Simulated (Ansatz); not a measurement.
**Cd (diamond): energy against volume**

Method: Ansatz 0.2.0, DFT, RPBE, plane waves (420 eV) with PAW, scalar-relativistic. (PAW data from PBE, frozen cores regenerated.)

The cell is scaled uniformly from the relaxed one, with fractional coordinates and shape fixed. Energies are extrapolated to zero smearing, pressures are those at the given smearing. Magnetic state: spin not included.

A Birch-Murnaghan fit gives V₀ = 42.50 Å³/atom, B₀ = 6.0 GPa, B₀′ = 8.6.

**Question.** What are the energy above the minimum and the pressure at 37.352 Å³/atom?

**Answer.** 17.5 meV/atom and 1.37 GPa as computed.

**Question.** What are the energy above the minimum and the pressure at 39.050 Å³/atom?

**Answer.** 6.8 meV/atom and 0.76 GPa as computed.

**Question.** What are the energy above the minimum and the pressure at 47.539 Å³/atom?

**Answer.** 7.8 meV/atom and -0.49 GPa as computed.
